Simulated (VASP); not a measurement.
Write the native input for VASP 6.6.1 that does the following.

- Task: vibrations by finite differences
- Functional: PBE
- Potentials or basis: VASP PAW PBE potentials, release 64 (Mo_sv)
- Cutoff: 520 eV
- k mesh: 18 × 18 × 18
- Occupations: methfessel-paxton, width 0.2 eV
- Spin: no spin polarisation
- Ions in elastic constants: relaxed
- Further INCAR settings: ALGO = Fast; EDIFF = 1e-08; IBRION = 6; POTIM = 0.015; NSW = 1; ISIF = 3

The structure of Mo lies in POSCAR:

```
Mo                                      
1.0
   -1.5435715192      1.5435715192      1.5435715192
    1.5435715192     -1.5435715192      1.5435715192
    1.5435715192      1.5435715192     -1.5435715192
  Mo            
     1
Direct
     0.0000000000000000    0.0000000000000000    0.0000000000000000
```

One way to write it, as run:

INCAR

```
ALGO     = Fast           # electronic algorithm
EDIFF    = 1E-8           # SCF threshold, eV
ENCUT    = 520            # plane-wave cutoff, eV
GGA      = PE             # functional
IBRION   = 6              # ionic algorithm
ISIF     = 3              # what is computed and relaxed
ISMEAR   = 1              # smearing method
LASPH    = True           # aspherical terms in the spheres
LCHARG   = False          # write CHGCAR
LREAL    = False          # projectors in reciprocal space
LWAVE    = False          # write WAVECAR
NELM     = 80             # most SCF steps
NFREE    = 2            
NSW      = 1              # ionic steps
POTIM    = 0.015          # step
PREC     = Accurate       # precision mode
SIGMA    = 0.2            # smearing width, eV
```

KPOINTS

```
k-points
0
Gamma
  18 18 18
```

Potentials or basis: VASP PAW PBE potentials, release 64 (Mo_sv).

Run with:

```console
$ cat potpaw_PBE.64/Mo_sv/POTCAR > POTCAR
$ mpirun -np 1 vasp_std > vasp.out
```

Results of the run:

The elastic constants C11, C12, C44 are 581, 203, 142 GPa. The voigt bulk modulus is 329 GPa.

Caveat: elastic constants of metals need much finer meshes, so these are rough.

Run time: 13 min on 1 thread of Intel(R) Xeon(R) Platinum 8488C (Sapphire Rapids), with other jobs on the host, peak memory 0.53 GiB.
